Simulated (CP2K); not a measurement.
Crystal: Ag.

```
Ag
1.0
     2.88888    0.00000    0.00000
     1.44444    2.50185    0.00000
     1.44444    0.83395    2.35876
Ag
1
Direct
  0.00000 0.00000 0.00000
```

Base run:

| Property | Result |
| --- | --- |
| Program | CP2K 2026.2 |
| Functional | r2SCAN |
| Potentials or basis | POTENTIAL_UZH Ag GTH-PBE-q11; TZVP-MOLOPT-PBE-GTH basis |
| Density cutoff | 9184 eV |
| k mesh | 11 × 11 × 11 |
| Occupations | fermi-dirac, width 0.05 eV |
| Spin | no spin polarisation |

Its results: band gap on the k mesh none (metal or under the smearing width); pressure -3.7 GPa.

Task: After a change of settings the same cell gave: band gap on the k mesh none (metal or under the smearing width); pressure -2.3 GPa. Which change was it?
A. functional from r2SCAN to BLYP
B. functional from r2SCAN to LDA
C. functional from r2SCAN to PBEsol
D. functional from r2SCAN to PBE

Result: C.

Caveats: the potentials were made for another functional, which shifts forces and pressure; the basis of atomic orbitals isn't converged, which shifts pressures, moduli and gaps.
